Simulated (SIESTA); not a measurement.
Crystal: ZrO2.

```xyz
3
Lattice="0.0000 2.5451 2.5451 2.5451 0.0000 2.5451 2.5451 2.5451 0.0000" Properties=species:S:1:pos:R:3 pbc="T T T"
Zr    0.0000    0.0000    0.0000
O     3.8176    3.8176    3.8176
O     1.2725    1.2725    1.2725
```

Measurements of this composition are mostly on another form, of space group No. 14.

Program: SIESTA 5.4.2. Alike in all runs: task band structure; level PBE; no spin polarisation; cell as given; k mesh 9 × 9 × 9; smearing fermi-dirac 0.05 eV; grid cutoff 800 Ry; energy shift 0.003 Ry. Hardware: 1 thread of Intel(R) Xeon(R) 6975P-C (Granite Rapids), with other jobs on the host.

Task: Order these runs on this cell by their wall time, lowest first.
A. potentials or basis PseudoDojo 0.4 standard (PBE files), SZP (energy shift 0.003 Ry)
B. potentials or basis PseudoDojo 0.4 standard (PBE files), TZP (energy shift 0.003 Ry; two zetas on semicore shells)
C. potentials or basis PseudoDojo 0.4 standard (PBE files), SZ (energy shift 0.003 Ry)

Result: C (12 s), A (27 s), B (64 s).

Caveats: the basis has no polarisation orbitals (some runs).
